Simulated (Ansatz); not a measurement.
# PbSe (PbO type): other levels of theory at one geometry

How much do the gap and the pressure of PbSe (PbO type) depend on the functional and spin–orbit coupling? The cell was built by placing the elements on the sites of a structure type; the runs don't test whether it is the stable form.

Program: Ansatz 0.2.0. Level of theory: DFT at several levels, plane waves, PAW. These are calculated values, not measurements.

2 further runs of the same task are left out: 2 that didn't finish.

### Step 1. Starting point

Symmetry: P4/nmm, No. 129, tetragonal system. The conventional cell has a = 5.349 Å, b = 5.349 Å, c = 4.221 Å, α = 90.00°, β = 90.00°, γ = 90.00°. Pb (site symmetry 4mm) has 4 Se at 2.99 Å as nearest neighbours. Se (site symmetry -4m2) is surrounded by 4 Pb at 2.99 Å.

As a file:

```cif
data_structure
_symmetry_space_group_name_H-M 'P 1'
_symmetry_Int_Tables_number 1
_cell_length_a 5.3495
_cell_length_b 5.3495
_cell_length_c 4.2213
_cell_angle_alpha 90.000
_cell_angle_beta 90.000
_cell_angle_gamma 90.000
_cell_volume 120.80
loop_
_atom_site_label
_atom_site_type_symbol
_atom_site_fract_x
_atom_site_fract_y
_atom_site_fract_z
_atom_site_occupancy
Pb1 Pb 0.50000 0.00000 0.31825 1
Pb2 Pb 0.00000 0.50000 0.68175 1
Se1 Se 0.00000 0.00000 0.00000 1
Se2 Se 0.50000 0.50000 0.00000 1
```

This cell comes from an earlier session at PBE: 30.200 Å³/atom at 0.02 GPa, on a 6×6×8 mesh, mesh gap 0.43 eV.

Levels to run: PBE+SOC; r²SCAN; PBEsol; LDA; HSE06. Hardware: 2 threads of Arm Neoverse V2, shared host.

### Step 2. PBE+SOC

The input, input.yaml:

```yaml
crystal:
  lattice:
    - [5.3494553078, 0.0, 0.0]
    - [0.0, 5.3494553078, 0.0]
    - [0.0, 0.0, 4.2212686564]
  atoms:
    - { symbol: Pb, position: [0.5, 0.0, 0.3182456201] }
    - { symbol: Pb, position: [0.0, 0.5, 0.6817543799] }
    - { symbol: Se, position: [0.0, 0.0, 0.0] }
    - { symbol: Se, position: [0.5, 0.5, 0.0] }
basis:
  ecutwfc: 420
  ecutrho_ratio: 4
kpoints:
  mp_grid: { grid: [6, 6, 8] }
hamiltonian:
  xc: pbe
scf:
  occupations: { method: gaussian, width: 0.05 }
output:
  forces: true
  stress: true
  eigenvalues: true
  populations: true
  dos: { projected: true, de: 0.02 }
  write_density: true
  write_potential: true
  elf: true
  volumetric_format: npy
magnetization:
  noncollinear: true
  spin_orbit: true
```

Started as:

```console
ansatz run input.yaml --threads 2 --pin off --max-ram 2662MiB --backend cpu --events-out ev --progress --plain --runs-dir out
```

After this run come: r²SCAN; PBEsol; LDA; HSE06.

Before running it: what results should come out? Wanted: for each run, gap less HSE06's; pressure.

**Answer**, as computed:

| level | mesh | gap on the mesh (eV) | gap less HSE06's (eV) | pressure (GPa) | time |
| --- | --- | --- | --- | --- | --- |
| PBE | 6×6×8 | 0.43 | -0.89 | 0.0 | 42 s* |
| LDA | 6×6×8 | 0.32 | -1.00 | -4.0 | 7.9 s |
| PBEsol | 6×6×8 | 0.36 | -0.96 | -2.6 | 7.6 s |
| PBE+SOC | 6×6×8 | 0.20 | -1.12 | -0.1 | 68 s* |
| r²SCAN | 6×6×8 | 0.71 | -0.62 | -1.1 | 19 s |
| HSE06 | 4×4×4 | 1.32 | 0 | -1.2 | 68 s |

Times are on 2 threads of Arm Neoverse V2, shared host. * Includes bands or densities of states.

The pressure runs from -4.0 GPa (LDA) to 0.0 GPa (PBE); a negative pressure means that level wants a smaller cell, a positive one a larger cell. The gap is widest with HSE06 (1.32 eV) and narrowest with PBE+SOC (0.20 eV). Spin–orbit coupling alone moves the gap by -0.23 eV. Taking HSE06 as the top rung, r²SCAN comes nearest in gap (-0.62 eV) at 38 s of CPU time against 2.1 min; the meshes differ, and the hybrid has no spin–orbit coupling. Total energies of different levels have different zeros and can't be compared.
